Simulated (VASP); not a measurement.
# Mg (P6_3/mmc) in VASP: single point with PBE0

Aim: the single point of Mg with PBE0.

All numbers are computed with VASP 6.6.1; they aren't measurements. Logs are shortened: lines on timing, memory, paths and dates and some standing lists are left out, and cuts for length are marked.

## Step 1: The crystal as given

Symmetry: P6_3/mmc, No. 194, hexagonal system. Conventional cell: a = 3.187 Å, b = 3.187 Å, c = 5.106 Å, α = 90.00°, β = 90.00°, γ = 120.00°. Mg (site symmetry -6m2) has 12 Mg at 3.15 to 3.19 Å as nearest neighbours.

## Step 2: Single point, PBE0

Input file POSCAR:

```
Mg
1.0
    3.1874100000      0.0000000000      0.0000000000
   -1.5937000000      2.7603800000      0.0000000000
    0.0000000000      0.0000000000      5.1056200000
Mg
2
Direct
    0.3333300000      0.6666700000      0.2500000000
    0.6666700000      0.3333300000      0.7500000000
```

Input file INCAR.step1:

```
SYSTEM = Mg
ALGO = Normal
EDIFF = 1E-5
ENCUT = 520
GGA = PE
ISIF = 2
ISMEAR = 0
LASPH = .True.
LCHARG = .False.
LREAL = .False.
LWAVE = .True.
NELM = 100
PREC = Accurate
SIGMA = 0.1
```

Input file INCAR.step2:

```
SYSTEM = Mg
AEXX = 0.25
ALGO = Normal
EDIFF = 1E-6
ENCUT = 520
GGA = PE
HFRCUT = -1
ISIF = 2
ISMEAR = 0
ISTART = 1
LASPH = .True.
LCHARG = .False.
LHFCALC = .True.
LREAL = .False.
LWAVE = .False.
NELM = 100
PREC = Accurate
PRECFOCK = Fast
SIGMA = 0.1
```

Input file KPOINTS:

```
k-points
0
Gamma
  9 9 4
  0 0 0
```

Potentials or basis: VASP PAW PBE potentials, release 64 (Mg).

Command:

```console
$ cat potpaw_PBE.64/Mg/POTCAR > POTCAR
$ cp INCAR.step1 INCAR
$ mpirun -np 1 vasp_std > vasp.out
$ cp INCAR.step2 INCAR
$ mpirun -np 1 vasp_std > vasp.out
```

OUTCAR:

```text
SYSTEM = Mg
   AEXX = 0.25
   EDIFF = 1E-6
   ENCUT = 520
   GGA = PE
   ISIF = 2
   ISMEAR = 0
   ISTART = 1
   LASPH = .True.
   LHFCALC = .True.
   LREAL = .False.
   NELM = 100
   PREC = Accurate
   PRECFOCK = Fast

 ion  position               nearest neighbor table
   1  0.333  0.667  0.250-   2 3.15   2 3.15   2 3.15   2 3.15   2 3.15   2 3.15
   2  0.667  0.333  0.750-   1 3.15   1 3.15   1 3.15   1 3.15   1 3.15   1 3.15

  LATTYP: Found a hexagonal cell.
 ALAT       =     3.1874100000
 C/A-ratio  =     1.6018083648

  Lattice vectors:

 A1 = (   3.1874100000,   0.0000000000,   0.0000000000)
 A2 = (  -1.5937000000,   2.7603800000,   0.0000000000)
 A3 = (   0.0000000000,   0.0000000000,   5.1056200000)

Analysis of symmetry for initial positions (statically):
=====================================================================
 Subroutine PRICEL returns:
 Original cell was already a primitive cell.

 Routine SETGRP: Setting up the symmetry group for a
 hexagonal supercell.

 Subroutine GETGRP returns: Found  8 space group operations
 (whereof  4 operations were pure point group operations)
 out of a pool of 24 trial point group operations.

The static configuration has the point symmetry C_2h.
 The point group associated with its full space group is D_2h.

Analysis of symmetry for dynamics (positions and initial velocities):
=====================================================================
 Subroutine PRICEL returns:
 Original cell was already a primitive cell.

 Routine SETGRP: Setting up the symmetry group for a
 hexagonal supercell.

 Subroutine GETGRP returns: Found  8 space group operations
 (whereof  4 operations were pure point group operations)
 out of a pool of 24 trial point group operations.

The dynamic configuration has the point symmetry C_2h.
 The point group associated with its full space group is D_2h.

 Subroutine INISYM returns: Found  8 space group operations
 (whereof  4 operations are pure point group operations),
 and found     1 'primitive' translations

----------------------------------------------------------------------------------------

                                     Primitive cell

  volume of cell :      44.9216

  direct lattice vectors                    reciprocal lattice vectors
     3.187410000  0.000000000  0.000000000     0.313734349  0.181133913  0.000000000
    -1.593700000  2.760380000  0.000000000     0.000000000  0.362268963  0.000000000
     0.000000000  0.000000000  5.105620000     0.000000000  0.000000000  0.195862598

  length of vectors
     3.187410000  3.187409204  5.105620000     0.362268873  0.362268963  0.195862598

  position of ions in fractional coordinates (direct lattice)
     0.333330000  0.666670000  0.250000000
     0.666670000  0.333330000  0.750000000

  ion indices of the primitive-cell ions
   primitive index   ion index
                 1           1
                 2           2

----------------------------------------------------------------------------------------

 KPOINTS: k-points

Automatic generation of k-mesh.
 Grid dimensions read from file:
 generate k-points for:    9    9    4

 Generating k-lattice:

  Cartesian coordinates                     Fractional coordinates (reciprocal lattice)
     0.034859372  0.020125990  0.000000000     0.111111111 -0.000000000  0.000000000
     0.000000000  0.040252107  0.000000000     0.000000000  0.111111111  0.000000000
     0.000000000  0.000000000  0.048965650     0.000000000  0.000000000  0.250000000

  Length of vectors
     0.040252097  0.040252107  0.048965650

  Shift w.r.t. Gamma in fractional coordinates (k-lattice)
     0.000000000  0.000000000  0.000000000

 Subroutine IBZKPT returns following result:
 ===========================================

 Found     75 irreducible k-points:

 Following reciprocal coordinates:
            Coordinates               Weight
  0.000000  0.000000  0.000000      1.000000
  0.111111  0.000000  0.000000      4.000000
 -0.111111  0.111111  0.000000      2.000000
  0.222222  0.000000  0.000000      4.000000
 -0.222222  0.222222  0.000000      2.000000
  0.333333  0.000000  0.000000      4.000000
[... 16 lines left out ...]
 -0.222222 -0.444444  0.000000      4.000000
  0.444444  0.333333  0.000000      4.000000
 [... further k-points ...]
   k-points           NKPTS =     75   k-points in BZ     NKDIM =    324   number of bands    NBANDS=      6
   number of dos      NEDOS =    301   number of ions     NIONS =      2
   total plane-waves  NPLWV =  23040
   dimension x,y,z NGX =    24 NGY =   24 NGZ =   40
   dimension x,y,z NGXF=    48 NGYF=   48 NGZF=   80
   ions per type =               2
   NGX,Y,Z   is equivalent  to a cutoff of  12.52, 12.52, 13.02 a.u.
   NGXF,Y,Z  is equivalent  to a cutoff of  25.04, 25.04, 26.05 a.u.
 SYSTEM =  Mg
   PREC   = accura    normal or accurate (medium, high low for compatibility)
   ISTART =      1    job   : 0-new  1-cont  2-samecut
   ICHARG =      0    charge: 1-file 2-atom 10-const
   ISPIN  =      1    spin polarized calculation?
   LNONCOLLINEAR =      F non collinear calculations
   LSORBIT =      F    spin-orbit coupling
   LASPH  =      T    aspherical Exc in radial PAW
   ENCUT  =  520.0 eV  38.22 Ry    6.18 a.u.   5.93  5.93  9.49*2*pi/ulx,y,z
   NELM   =    100;   NELMIN=  2; NELMDL=  0     # of ELM steps
   EDIFF  = 0.1E-05   stopping-criterion for ELM
   LREAL  =      F    real-space projection
   EDIFFG = 0.1E-04   stopping-criterion for IOM
   NSW    =      0    number of steps for IOM
   IBRION =     -1    ionic relax: 0-MD 1-quasi-New 2-CG
   NFREE  =      0    steps in history (QN), initial steepest desc. (CG)
   ISIF   =      2    stress and relaxation
   ISYM   =      3    0-nonsym 1-usesym 2-fastsym
   POTIM  = 0.5000    time-step for ionic-motion
   TEBEG  =    0.0;   TEEND  =   0.0 temperature during run
   PSTRESS=    0.0 pullay stress
   NELECT =       4.0000    total number of electrons
   NUPDOWN=      -1.0000    fix difference up-down
   EMIN   =  10.00;   EMAX   =-10.00  energy-range for DOS
   EFERMI =   0.00;   METHOD = LEGACY
   ISMEAR =     0;   SIGMA  =   0.10  broadening in eV -4-tet -1-fermi 0-gaus
   EFERMI_NEDOS =   21; number of points for ismear=-14 and -15
   IALGO  =     38    algorithm
   IMIX   =      1    mixing-type and parameters
     AMIX     =   0.40;   BMIX     =  1.00
     AMIX_MAG =   1.60;   BMIX_MAG =  1.00
  volume/ion in A,a.u.               =      22.46       151.57
  Fermi-wavevector in a.u.,A,eV,Ry     =   0.731043  1.381471  7.271283  0.534424
  Thomas-Fermi vector in A             =   1.823163
   LORBIT       =      0    0 simple, 1 ext, 2 COOP (PROOUT), +10 PAW based schemes
   GGA     = PE    functional components
   LHFCALC =     T    Hartree Fock is set to
   PRECFOCK=fast      Normal, Fast or Accurate (Low or Medium for compatibility)
   ENCUT4O =  -1.0   cutoff for four orbital integrals eV
   NKREDX  =     1    reduce k-point grid by
   NKREDY  =     1    reduce k-point grid by
   NKREDZ  =     1    reduce k-point grid by
   AEXX    =    0.2500 exact exchange contribution
   HFSCREEN=    0.0000 screening length (either q_TF or 0.3 A-1)
   HFSCREENC=   0.0000 screening length for correlation (either q_TF or 0.3 A-1)
   ENCUTFOCK=  -1.0 apply spherical cutoff to Coloumb kernel
   IVDW    =     0    specifies the selected vdW correction
   LEPSILON=     F    determine dielectric tensor
   LRPA    =     F    only Hartree local field effects (RPA)
 non-spin polarized calculation
 Gauss-broadening in eV      SIGMA  =   0.10
  energy-cutoff  :      520.00
  volume of cell :       44.92
 maximum number of plane-waves:      1228
  NGX = 14; NGY = 14; NGZ = 24

 number of electron       4.0000000 magnetization

 Free energy of the ion-electron system (eV)
  ---------------------------------------------------
  ext. energy  EPLUGINS =         0.00000000
  ---------------------------------------------------
  free energy    TOTEN  =        -3.05980021 eV

  energy without entropy =       -3.05813635  energy(sigma->0) =       -3.05896828

 E-fermi :   2.7244     XC(G=0):  -6.7493

 val. band max:        2.3746363942   @ k =   0.4444   0.4444   0.5000
 cond. band min:       2.7694055124   @ k =   0.2222   0.1111   0.0000
 fundamental gap:      0.3947691182
 Fermi energy:         2.7243970492

 k-point     1 :       0.0000    0.0000    0.0000
  band No.  band energies     occupation
      1      -5.7423      2.00000
      2       0.4597      2.00000
      3       1.1526      2.00000
      4      14.8435      0.00000
      5      14.8435      0.00000
      6      15.0127      0.00000

 k-point     2 :       0.1111    0.0000    0.0000
  band No.  band energies     occupation
      1      -5.5897      2.00000
      2       0.6770      2.00000
      3       1.3632      2.00000
      4      11.6128      0.00000
      5      13.2484      0.00000
      6      14.0577      0.00000

 k-point     3 :      -0.1111    0.1111    0.0000
  band No.  band energies     occupation
      1      -5.5898      2.00000
      2       0.6769      2.00000
      3       1.3632      2.00000
      4      11.6128      0.00000
      5      13.2484      0.00000
      6      14.0577      0.00000

 k-point     4 :       0.2222    0.0000    0.0000
  band No.  band energies     occupation
      1      -4.7486      2.00000
      2       1.6421      2.00000
      3       2.3549      2.00000
      4       8.1405      0.00000
      5      11.9831      0.00000
      6      12.3212      0.00000

 k-point     5 :      -0.2222    0.2222    0.0000
  band No.  band energies     occupation
      1      -4.7487      2.00000
      2       1.6428      2.00000
      3       2.3549      2.00000
      4       8.1405      0.00000
      5      11.9830      0.00000
      6      12.3211      0.00000
[... 136 lines left out ...]
 k-point    21 :      -0.2222    0.4444    0.0000
  band No.  band energies     occupation
      1      -2.5248      2.00000
      2       4.2316      0.00000
      3       4.3347      0.00000
      4       5.3684      0.00000
      5       6.4813      0.00000
      6      10.5995      0.00000

 k-point    22 :       0.3333    0.2222    0.0000
  band No.  band energies     occupation
      1      -0.5522      2.00000
      2       2.0313      2.00000
      3       4.6684      0.00000
      4       6.0166      0.00000
      5       7.1917      0.00000
      6       8.2428      0.00000

 k-point    23 :      -0.2222   -0.4444    0.0000
  band No.  band energies     occupation
      1      -0.5522      2.00000
      2       2.0313      2.00000
      3       4.6684      0.00000
      4       6.0166      0.00000
      5       7.1917      0.00000
      6       8.2427      0.00000

 k-point    24 :       0.4444    0.3333    0.0000
  band No.  band energies     occupation
      1      -0.5522      2.00000
      2       2.0314      2.00000
      3       4.6683      0.00000
      4       6.0167      0.00000
      5       7.1916      0.00000
      6       8.2428      0.00000

 [... further k-points ...]
[... 5 lines left out ...]
  --------------------------------------------------------------------------------------
  -------------------------------------------------------------------------------------
  Total        0.0788278      0.0795411      0.2119507      0.0006178     -0.0000000     -0.0000000
  in kB        2.8114791      2.8369202      7.5594484      0.0220344     -0.0000000     -0.0000000
  external PRESSURE =       4.4026159 kB  Pullay stress =       0.0000000 kB

 VOLUME and BASIS-vectors are now :
 -----------------------------------------------------------------------------
  energy-cutoff  :      520.00
  volume of cell :       44.92
      direct lattice vectors                 reciprocal lattice vectors
     3.187410000  0.000000000  0.000000000     0.313734349  0.181133913  0.000000000
    -1.593700000  2.760380000  0.000000000     0.000000000  0.362268963  0.000000000
     0.000000000  0.000000000  5.105620000     0.000000000  0.000000000  0.195862598

 POSITION                                       TOTAL-FORCE (eV/Angst)
 -----------------------------------------------------------------------------------
     -0.00001      1.84026      1.27641         0.000024     -0.000014      0.000000
      1.59372      0.92012      3.82922        -0.000024      0.000014     -0.000000
 -----------------------------------------------------------------------------------
    total drift:                               -0.000000      0.000000      0.000000

  FREE ENERGIE OF THE ION-ELECTRON SYSTEM (eV)
  ---------------------------------------------------
  free  energy   TOTEN  =        -3.0598002129 eV

  energy  without entropy=       -3.0581363500  energy(sigma->0) =       -3.05896828
```

Run time: 5.3 min. Hardware: 1 thread of Intel Xeon 6975P-C (Granite Rapids), shared host; peak memory 0.19 GiB.

What came out:

| Item | Value |
| --- | --- |
| Free energy | -3.0598 eV |
| Pressure | 0.4 GPa |
| Band gap on the k mesh | none (metal or under the smearing width) |

Levels at points of the mesh, in eV from the Fermi level:
```tsv
k point	band 1	band 2	band 3	band 4	band 5	band 6
(0.00, 0.00, 0.00)	-8.47	-2.26	-1.57	12.12	12.12	12.29
(0.00, 0.00, 0.50)	-6.90	-6.90	6.27	6.27	12.92	12.92
```

Caveat: the PAW data sets were made with another functional, which shifts forces and pressure a little.
